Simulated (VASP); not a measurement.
Crystal: Au.

```
Au
1.0
     0.00000    2.03500    2.03500
     2.03500    0.00000    2.03500
     2.03500    2.03500    0.00000
Au
1
Direct
  0.00000 0.00000 0.00000
```

Base run:

```yaml
Program: VASP 6.6.1
Functional: MS2
Potentials_or_basis: VASP PAW PBE potentials, release 64 (Au)
Cutoff: 520 eV
k_mesh: 11 × 11 × 11
Occupations: fermi-dirac, width 0.05 eV
Spin: no spin polarisation
```

Its results: pressure 0.4 GPa.

Task: The run is repeated on the same cell with these changes: functional from MS2 to revTPSS. What comes out?

Result: Pressure 1.9 GPa.

Caveats: the PAW data sets were made with another functional, which shifts forces and pressure a little.
